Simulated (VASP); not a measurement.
# BAs (F-43m) in VASP: further runs, part 2 of 2

VASP 6.6.1.

### Step 3. Relaxation of cell and atoms, PBEsol

Contents of INCAR:

```
SYSTEM = BAs
PREC = Accurate ; ENCUT = 600
EDIFF = 1E-6 ; ISMEAR = 0
SIGMA = 0.03 ; LREAL = .FALSE.
LASPH = .TRUE. ; NELM = 80
ALGO = Normal ; ISIF = 3
LWAVE = .FALSE. ; LCHARG = .FALSE.
GGA = PS ; IBRION = 2
NSW = 90 ; EDIFFG = -0.01
```

Contents of KPOINTS:

```
Automatic mesh
0
G
  10 10 10
  0 0 0
```

Contents of POSCAR:

```
BAs
1.0
    0.0000000000      2.3885000000      2.3885000000
    2.3885000000      0.0000000000      2.3885000000
    2.3885000000      2.3885000000      0.0000000000
B As
1 1
Direct
    0.0000000000      0.0000000000      0.0000000000
    0.2500000000      0.2500000000      0.2500000000
```

Potentials or basis: VASP PAW PBE potentials, release 64 (B, As).

On the command line:

```bash
cat potpaw_PBE.64/B/POTCAR potpaw_PBE.64/As/POTCAR > POTCAR
mpirun -np 1 vasp_std > vasp.out
```

OUTCAR:

```text
SYSTEM = BAs
   PREC = Accurate
   ENCUT = 600
   EDIFF = 1E-6
   ISMEAR = 0
   LREAL = .FALSE.
   LASPH = .TRUE.
   NELM = 80
   ISIF = 3
   GGA = PS
   IBRION = 2
   NSW = 90
   EDIFFG = -0.01

 ion  position               nearest neighbor table
   1  0.000  0.000  0.000-   2 2.07   2 2.07   2 2.07   2 2.07
   2  0.250  0.250  0.250-   1 2.07   1 2.07   1 2.07   1 2.07

  LATTYP: Found a face centered cubic cell.
 ALAT       =     4.7770000000

  Lattice vectors:

 A1 = (   0.0000000000,   2.3885000000,   2.3885000000)
 A2 = (   2.3885000000,   0.0000000000,   2.3885000000)
 A3 = (   2.3885000000,   2.3885000000,   0.0000000000)

Analysis of symmetry for initial positions (statically):
=====================================================================
 Subroutine PRICEL returns:
 Original cell was already a primitive cell.

 Routine SETGRP: Setting up the symmetry group for a
 face centered cubic supercell.

 Subroutine GETGRP returns: Found 24 space group operations
 (whereof 24 operations were pure point group operations)
 out of a pool of 48 trial point group operations.

The static configuration has the point symmetry T_d .

Analysis of symmetry for dynamics (positions and initial velocities):
=====================================================================
 Subroutine PRICEL returns:
 Original cell was already a primitive cell.

 Routine SETGRP: Setting up the symmetry group for a
 face centered cubic supercell.

 Subroutine GETGRP returns: Found 24 space group operations
 (whereof 24 operations were pure point group operations)
 out of a pool of 48 trial point group operations.

The dynamic configuration has the point symmetry T_d .

 Subroutine INISYM returns: Found 24 space group operations
 (whereof 24 operations are pure point group operations),
 and found     1 'primitive' translations

----------------------------------------------------------------------------------------

                                     Primitive cell

  volume of cell :      27.2525

  direct lattice vectors                    reciprocal lattice vectors
     0.000000000  2.388500000  2.388500000    -0.209336404  0.209336404  0.209336404
     2.388500000  0.000000000  2.388500000     0.209336404 -0.209336404  0.209336404
     2.388500000  2.388500000  0.000000000     0.209336404  0.209336404 -0.209336404

  length of vectors
     3.377849094  3.377849094  3.377849094     0.362581287  0.362581287  0.362581287

  position of ions in fractional coordinates (direct lattice)
     0.000000000  0.000000000  0.000000000
     0.250000000  0.250000000  0.250000000

  ion indices of the primitive-cell ions
   primitive index   ion index
                 1           1
                 2           2

----------------------------------------------------------------------------------------

 KPOINTS: Automatic mesh

Automatic generation of k-mesh.
 Grid dimensions read from file:
 generate k-points for:   10   10   10

 Generating k-lattice:

  Cartesian coordinates                     Fractional coordinates (reciprocal lattice)
    -0.020933640  0.020933640  0.020933640     0.100000000  0.000000000  0.000000000
     0.020933640 -0.020933640  0.020933640     0.000000000  0.100000000  0.000000000
     0.020933640  0.020933640 -0.020933640     0.000000000  0.000000000  0.100000000

  Length of vectors
     0.036258129  0.036258129  0.036258129

  Shift w.r.t. Gamma in fractional coordinates (k-lattice)
     0.000000000  0.000000000  0.000000000

 Subroutine IBZKPT returns following result:
 ===========================================

 Found     47 irreducible k-points:

 Following reciprocal coordinates:
            Coordinates               Weight
  0.000000  0.000000  0.000000      1.000000
  0.100000  0.000000  0.000000      8.000000
  0.200000  0.000000  0.000000      8.000000
  0.300000  0.000000  0.000000      8.000000
  0.400000  0.000000  0.000000      8.000000
  0.500000  0.000000  0.000000      4.000000
[... 16 lines left out ...]
  0.300000  0.300000  0.000000      6.000000
  0.400000  0.300000  0.000000     24.000000
 [... further k-points ...]
   k-points           NKPTS =     47   k-points in BZ     NKDIM =     47   number of bands    NBANDS=      8
   number of dos      NEDOS =    301   number of ions     NIONS =      2
   total plane-waves  NPLWV =  21952
   dimension x,y,z NGX =    28 NGY =   28 NGZ =   28
   dimension x,y,z NGXF=    56 NGYF=   56 NGZF=   56
   ions per type =               1   1
   NGX,Y,Z   is equivalent  to a cutoff of  13.78, 13.78, 13.78 a.u.
   NGXF,Y,Z  is equivalent  to a cutoff of  27.56, 27.56, 27.56 a.u.
 SYSTEM =  BAs
   PREC   = accura    normal or accurate (medium, high low for compatibility)
   ISTART =      0    job   : 0-new  1-cont  2-samecut
   ICHARG =      2    charge: 1-file 2-atom 10-const
   ISPIN  =      1    spin polarized calculation?
   LNONCOLLINEAR =      F non collinear calculations
   LSORBIT =      F    spin-orbit coupling
   LASPH  =      T    aspherical Exc in radial PAW
   ENCUT  =  600.0 eV  44.10 Ry    6.64 a.u.   6.75  6.75  6.75*2*pi/ulx,y,z
   NELM   =     80;   NELMIN=  2; NELMDL= -5     # of ELM steps
   EDIFF  = 0.1E-05   stopping-criterion for ELM
   LREAL  =      F    real-space projection
   EDIFFG = -.1E-01   stopping-criterion for IOM
   NSW    =     90    number of steps for IOM
   IBRION =      2    ionic relax: 0-MD 1-quasi-New 2-CG
   NFREE  =      1    steps in history (QN), initial steepest desc. (CG)
   ISIF   =      3    stress and relaxation
   ISYM   =      2    0-nonsym 1-usesym 2-fastsym
   POTIM  = 0.5000    time-step for ionic-motion
   TEBEG  =    0.0;   TEEND  =   0.0 temperature during run
   PSTRESS=    0.0 pullay stress
   NELECT =       8.0000    total number of electrons
   NUPDOWN=      -1.0000    fix difference up-down
   EMIN   =  10.00;   EMAX   =-10.00  energy-range for DOS
   EFERMI =   0.00;   METHOD = LEGACY
   ISMEAR =     0;   SIGMA  =   0.03  broadening in eV -4-tet -1-fermi 0-gaus
   EFERMI_NEDOS =   21; number of points for ismear=-14 and -15
   IALGO  =     38    algorithm
   IMIX   =      4    mixing-type and parameters
     AMIX     =   0.40;   BMIX     =  1.00
     AMIX_MAG =   1.60;   BMIX_MAG =  1.00
  volume/ion in A,a.u.               =      13.63        91.95
  Fermi-wavevector in a.u.,A,eV,Ry     =   1.088018  2.056057 16.106360  1.183784
  Thomas-Fermi vector in A             =   2.224191
   LORBIT       =      0    0 simple, 1 ext, 2 COOP (PROOUT), +10 PAW based schemes
   GGA     = PS    functional components
   LHFCALC =     F    Hartree Fock is set to
   AEXX    =    0.0000 exact exchange contribution
   IVDW    =     0    specifies the selected vdW correction
   LEPSILON=     F    determine dielectric tensor
   LRPA    =     F    only Hartree local field effects (RPA)
 conjugate gradient relaxation of ions
 non-spin polarized calculation
 Gauss-broadening in eV      SIGMA  =   0.03
  energy-cutoff  :      600.00
  volume of cell :       27.25
 maximum number of plane-waves:       941
   NGX = 13   NGY = 13   NGZ = 13

 number of electron       8.0000000 magnetization

 Free energy of the ion-electron system (eV)
  ---------------------------------------------------
  ext. energy  EPLUGINS =         0.00000000
  ---------------------------------------------------
  free energy    TOTEN  =       -12.20477750 eV

  energy without entropy =      -12.20477750  energy(sigma->0) =      -12.20477750

 E-fermi :   6.2573     XC(G=0): -10.7310

 val. band max:        6.0435011420   @ k =   0.0000   0.0000   0.0000
 cond. band min:       7.1198265839   @ k =   0.4000   0.4000   0.0000
 fundamental gap:      1.0763254419
 Fermi energy:         6.2572949500

 k-point     1 :       0.0000    0.0000    0.0000
  band No.  band energies     occupation
      1      -9.3931      2.00000
      2       6.0435      2.00000
      3       6.0435      2.00000
      4       6.0435      2.00000
      5       9.2834      0.00000
      6       9.2834      0.00000
      7       9.2834      0.00000
      8      10.7256      0.00000
[... 243 lines left out ...]
 k-point    24 :       0.4000    0.3000    0.0000
  band No.  band energies     occupation
      1      -6.7432      2.00000
      2      -0.4168      2.00000
      3       2.0341      2.00000
      4       2.5345      2.00000
      5       7.6502      0.00000
      6       9.3358      0.00000
      7      14.8455      0.00000
      8      15.0845      0.00000

 [... further k-points ...]
[... 5 lines left out ...]
  --------------------------------------------------------------------------------------
  -------------------------------------------------------------------------------------
  Total        0.0088480      0.0088480      0.0088480     -0.0000000      0.0000000     -0.0000000
  in kB        0.5201743      0.5201743      0.5201743     -0.0000000      0.0000000     -0.0000000
  external PRESSURE =       0.5201743 kB  Pullay stress =       0.0000000 kB

 VOLUME and BASIS-vectors are now :
 -----------------------------------------------------------------------------
  energy-cutoff  :      600.00
  volume of cell :       27.25
      direct lattice vectors                 reciprocal lattice vectors
     0.000000000  2.388500000  2.388500000    -0.209336404  0.209336404  0.209336404
     2.388500000  0.000000000  2.388500000     0.209336404 -0.209336404  0.209336404
     2.388500000  2.388500000  0.000000000     0.209336404  0.209336404 -0.209336404

 POSITION                                       TOTAL-FORCE (eV/Angst)
 -----------------------------------------------------------------------------------
      0.00000      0.00000      0.00000        -0.000000     -0.000000     -0.000000
      1.19425      1.19425      1.19425         0.000000      0.000000      0.000000
 -----------------------------------------------------------------------------------
    total drift:                               -0.000000     -0.000000     -0.000000

  FREE ENERGIE OF THE ION-ELECTRON SYSTEM (eV)
  ---------------------------------------------------
  free  energy   TOTEN  =       -12.2047774986 eV

  energy  without entropy=      -12.2047774986  energy(sigma->0) =      -12.20477750

 reached required accuracy - stopping structural energy minimisation
```

OSZICAR:

```text
N       E                     dE             d eps       ncg     rms          rms(c)
DAV:   1     0.125436129808E+02    0.12544E+02   -0.42056E+03   752   0.980E+02
DAV:   2    -0.124866728253E+02   -0.25030E+02   -0.24405E+02  1096   0.112E+02
DAV:   3    -0.128122556614E+02   -0.32558E+00   -0.32558E+00   872   0.171E+01
DAV:   4    -0.128127198722E+02   -0.46421E-03   -0.46421E-03  1144   0.675E-01
DAV:   5    -0.128127200231E+02   -0.15097E-06   -0.15095E-06   888   0.791E-03    0.484E+00
DAV:   6    -0.122827930805E+02    0.52993E+00   -0.15757E+00   768   0.639E+00    0.244E+00
DAV:   7    -0.122138761447E+02    0.68917E-01   -0.20215E-01  1064   0.266E+00    0.900E-01
DAV:   8    -0.122045813103E+02    0.92948E-02   -0.20537E-02   816   0.950E-01    0.109E-01
DAV:   9    -0.122047105163E+02   -0.12921E-03   -0.49942E-04   960   0.187E-01    0.587E-02
DAV:  10    -0.122047753614E+02   -0.64845E-04   -0.13482E-04   784   0.794E-02    0.137E-02
DAV:  11    -0.122047778384E+02   -0.24771E-05   -0.37929E-06  1136   0.172E-02    0.122E-02
DAV:  12    -0.122047774986E+02    0.33982E-06   -0.11419E-06   400   0.677E-03
   1 F= -.12204777E+02 E0= -.12204777E+02  d E =-.122048E+02
```

CONTCAR:

```text
BAs
   1.00000000000000
     0.0000000000000000    2.3885000000000001    2.3885000000000001
     2.3885000000000001    0.0000000000000000    2.3885000000000001
     2.3885000000000001    2.3885000000000001    0.0000000000000000
  B               As
     1     1
Direct
     0.0000000000000000    0.0000000000000000    0.0000000000000000
     0.2500000000000000    0.2500000000000000    0.2500000000000000

  0.00000000E+00  0.00000000E+00  0.00000000E+00
  0.00000000E+00  0.00000000E+00  0.00000000E+00
```

Wall time 8.3 s (1 thread of Intel Xeon 6975P-C (Granite Rapids), shared host); peak memory 0.15 GiB.

Results:

* Free energy: -12.2048 eV
* Pressure after relaxing: 0.1 GPa
* Band gap on the k mesh: 1.08 eV, indirect (least direct gap 3.24 eV)

Final structure:
```
B As
1.0
     0.00000    2.38850    2.38850
     2.38850    0.00000    2.38850
     2.38850    2.38850    0.00000
B As
1 1
Direct
  0.00000 0.00000 0.00000
  0.25000 0.25000 0.25000
```

Caveat: the relaxation stopped at its first step, so nothing moved; the PAW data sets were made with another functional, which shifts forces and pressure a little.

### Step 4. Relaxation of cell and atoms, PBEsol

Contents of INCAR:

```
SYSTEM = BAs
PREC = Accurate ; ENCUT = 600
EDIFF = 1E-7 ; ISMEAR = 0
SIGMA = 0.03 ; LREAL = .FALSE.
LASPH = .TRUE. ; NELM = 80
ALGO = Normal ; ISIF = 3
LWAVE = .FALSE. ; LCHARG = .FALSE.
GGA = PS ; IBRION = 2
NSW = 90 ; EDIFFG = -0.005
```

KPOINTS is that of step 3.

Contents of POSCAR:

```
BAs                                     
1.0
    0.0000000000      2.3885000000      2.3885000000
    2.3885000000      0.0000000000      2.3885000000
    2.3885000000      2.3885000000      0.0000000000
  B               As            
     1     1
Direct
     0.0000000000000000    0.0000000000000000    0.0000000000000000
     0.2500000000000000    0.2500000000000000    0.2500000000000000
```

On the command line:

```bash
cat potpaw_PBE.64/B/POTCAR potpaw_PBE.64/As/POTCAR > POTCAR
mpirun -np 1 vasp_std > vasp.out
```

It took 9.3 s on 1 thread of Intel Xeon 6975P-C (Granite Rapids), shared host; peak memory 0.15 GiB.

Results (log left out):

```
Free energy             : -12.2048 eV
Pressure after relaxing : 0.1 GPa
Band gap on the k mesh  : 1.08 eV, indirect (least direct gap 3.24 eV)
```

Final structure:
```cif
data_structure
_symmetry_space_group_name_H-M 'P 1'
_symmetry_Int_Tables_number 1
_cell_length_a 3.3778
_cell_length_b 3.3778
_cell_length_c 3.3778
_cell_angle_alpha 60.000
_cell_angle_beta 60.000
_cell_angle_gamma 60.000
_cell_volume 27.25
loop_
_atom_site_label
_atom_site_type_symbol
_atom_site_fract_x
_atom_site_fract_y
_atom_site_fract_z
_atom_site_occupancy
B1 B 0.00000 0.00000 0.00000 1
As1 As 0.25000 0.25000 0.25000 1
```

Levels at points of the mesh, in eV from the valence-band top:
```tsv
k point	band 1	band 2	band 3	band 4	band 5	band 6	band 7	band 8
(0.00, 0.00, 0.00)	-15.44	0.00	0.00	0.00	3.24	3.24	3.24	4.68
(0.50, 0.00, 0.00)	-12.55	-8.83	-1.83	-1.83	2.65	4.73	4.73	8.71
(0.50, 0.50, 0.00)	-11.24	-8.53	-4.11	-4.11	1.31	1.34	11.34	11.34
```

Caveat: the relaxation stopped at its first step, so nothing moved; the PAW data sets were made with another functional, which shifts forces and pressure a little. As with any semilocal functional, this PBEsol gap is likely too small.
